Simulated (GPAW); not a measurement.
Runs of GPAW 26.7.0 on Al2O3 (Corundum). It takes space group R-3c (No. 167, trigonal). Conventional cell: a = 4.760 Å, b = 4.760 Å, c = 12.996 Å, α = 90.00°, β = 90.00°, γ = 120.00°. Al (site symmetry 3) is surrounded by 6 O at 1.85 to 1.97 Å. Around O (site symmetry 2) lie 4 Al at 1.85 to 1.97 Å. 

```csv
task,level,potentials or basis,cell,k mesh,cutoff (eV),smearing,maxiter,convergence,displacement,relaxed first,response ecut,gap on the mesh (eV),pressure (GPa),V0 of scaled cells (Å³/atom),B0 (GPa),largest force (eV/Å)
electron localisation function,LDA,"PAW data sets generated in the run's folder for this functional, pw",as given,4 × 4 × 4,680,fermi-dirac 0.01 eV,150,-,-,-,-,6.17,-4.7,-,-,0.12
electron localisation function,RPBE,"the program's PAW data sets (release 1.2.1) made for this functional, pw",as given,4 × 4 × 4,680,fermi-dirac 0.01 eV,150,-,-,-,-,6.32,(b),-,-,0.07
Born charges,LDA,"PAW data sets generated in the run's folder for this functional, pw",atoms relaxed,4 × 4 × 4,680,fermi-dirac 0.01 eV,150,density=1e-06 eigenstates=1e-09,0.01,ions,-,6.19,-4.6,-,-,-
equation of state,PBE,"GPAW PAW data sets (gpaw-data 1.2.1), pw",as given,5 × 5 × 5,800,fermi-dirac 0.05 eV,150,-,-,-,-,-,-,(c),233,-
equation of state,LDA,"the program's PAW data sets (release 1.2.1) made for this functional, pw",as given,5 × 5 × 5,800,fermi-dirac 0.05 eV,150,-,-,-,-,-,-,8.42,261,-
single point,LDA,"the program's PAW data sets (release 1.2.1) made for this functional, pw",as given,6 × 6 × 6,600,fermi-dirac 0.05 eV,80,-,-,-,-,6.17,-9.5,-,-,0.12
single point,TB-mBJ,"GPAW PAW data sets for LDA (gpaw-data 1.2.1), pw",as given,6 × 6 × 6,800,fermi-dirac 0.05 eV,150,-,-,-,-,8.19,-,-,-,-
dielectric tensor,PBEsol,"PAW data sets generated in the run's folder for this functional, pw",as given,6 × 6 × 6,550,fermi-dirac 0.001 eV,150,-,-,-,80 eV,6.10,-,-,-,-
phonons,AM05,"PAW data sets generated in the run's folder for this functional, pw",relaxed,4 × 4 × 4,680,fermi-dirac 0.05 eV,150,density=1e-06 eigenstates=1e-09,0.01,cell,-,(a),0.0,-,-,-
Born charges,RPBE+D3,"the program's PAW data sets (release 1.2.1) made for this functional, pw",relaxed,4 × 4 × 4,680,fermi-dirac 0.01 eV,150,density=1e-06 eigenstates=1e-09,0.02,cell,-,5.90,0.0,-,-,-
```

Alike in all rows: no spin polarisation.

Question: Estimate the missing entries.

Answer: (a) 5.99; (b) 13.2; (c) 8.84.

Caveats: the cutoff is short for stress and forces, so pressures can be off by a GPa or more (some runs); the LO-TO splitting is left out (some runs); the cell was scaled at fixed shape and fractional positions, which overstates the stiffness of a crystal with free parameters, most of all of layers and chains (some runs); the cell is more than 3 GPa from zero pressure, which shifts response properties (some runs); a model potential gives levels but no total energy (some runs); the PAW data sets were made with another functional, which shifts forces and pressure a little (some runs); the long-wavelength limit can be off by a per cent or two (some runs).

A k mesh can miss the band edges.

Not every run made on this cell is shown here.
